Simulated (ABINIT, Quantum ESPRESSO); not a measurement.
The electronic dielectric constant of GaP, sorted by core time

Symmetry: F-43m, No. 216, cubic system. The conventional cell has a = 5.451 Å, b = 5.451 Å, c = 5.451 Å, α = 90.00°, β = 90.00°, γ = 90.00°. Around Ga (site symmetry -43m) lie 4 P at 2.36 Å. Around P (site symmetry -43m) lie 4 Ga at 2.36 Å.

```csv
rung,level,program and potentials,cutoff (eV),k mesh,smearing,task,spin,core time,chip,electronic dielectric constant,notes
GGA,PBEsol,"ABINIT, PseudoDojo NC SR PBEsol v0.4.1 standard",980,"4 × 4 × 4, 4 shifts",fixed,dielectric tensor,off,6 min,Intel Xeon 6975P-C Granite Rapids,11.47,-
GGA,PBE,"ABINIT, PseudoDojo NC SR PBE v0.4.1 standard",980,"4 × 4 × 4, 4 shifts",fixed,phonons,off,7.1 min,Intel Xeon 6975P-C Granite Rapids,11.07,-
LDA,LDA,"ABINIT, PseudoDojo NC SR LDA v0.4.1 standard",980,"4 × 4 × 4, 4 shifts",fixed,dielectric tensor,off,9.4 min,Arm Neoverse V1,(a),-
GGA,RPBE,"Quantum ESPRESSO, PseudoDojo 0.4.1 SR PBE standard",1088,"6 × 6 × 6, shifted",fixed,phonons,off,13 min,Arm Neoverse V2,10.58,potentials made for PBE; cell relaxed first (21.42 Å³/atom)
LDA,LDA,"Quantum ESPRESSO, PseudoDojo 0.4.1 SR LDA standard",1088,"6 × 6 × 6, shifted",fixed,phonons,off,14 min,Arm Neoverse V1,10.76,cell relaxed first (19.55 Å³/atom)
GGA,PBE,"Quantum ESPRESSO, PseudoDojo 0.4.1 SR PBE standard",1088,"6 × 6 × 6, shifted",fixed,phonons,off,14 min,Arm Neoverse V1,10.78,cell relaxed first (20.88 Å³/atom)
GGA,PBEsol,"Quantum ESPRESSO, PseudoDojo 0.4 FR PBEsol standard",1088,"6 × 6 × 6, shifted",fixed,dielectric tensor,"SOC, no magnetisation",18 min,Arm Neoverse V2,(b),-
GGA,PBE,"Quantum ESPRESSO, PseudoDojo 0.4 FR PBE standard",1088,"6 × 6 × 6, shifted",fixed,dielectric tensor,"SOC, no magnetisation",18 min,Arm Neoverse V2,(c),-
non-local van der Waals functional,vdW-DF-cx,"Quantum ESPRESSO, PseudoDojo 0.4.1 SR PBE standard",1088,"6 × 6 × 6, shifted",fixed,phonons,off,20 min,Arm Neoverse V1,10.85,potentials made for PBE; cell relaxed first (20.30 Å³/atom)
GGA,PBE,"Quantum ESPRESSO, PseudoDojo 0.4.1 SR PBE standard",1088,"4 × 4 × 4, shifted",fixed,phonons and Raman activities,off,49 min,Arm Neoverse V1,11.39,coarse mesh; cell relaxed first (20.87 Å³/atom)
GGA,PBE,"ABINIT, PseudoDojo NC FR PBE v0.4 standard",980,"4 × 4 × 4, 4 shifts",fixed,phonon dispersion,"SOC, no magnetisation",2.9 h,Intel Xeon Platinum 8559C Emerald Rapids,11.07,-
```

Times are single runs on shared hosts and different chips, so they are rough; meshes, cutoffs and the tasks' sizes weigh on the time. Smearing widths are in eV. The cell comes from a database and isn't always the measured one. Meshes differ between rows, which moves values too. All levels ran on this one cell, unrelaxed unless noted. Meshes are those of the run's cell of 2 atoms unless a note names another. Runs on faulty files, with rough fits or with known faults for this quantity aren't shown.

Q: Estimate the values left out from the other rows.

A: (a) 11.78; (b) 10.83; (c) 10.51.
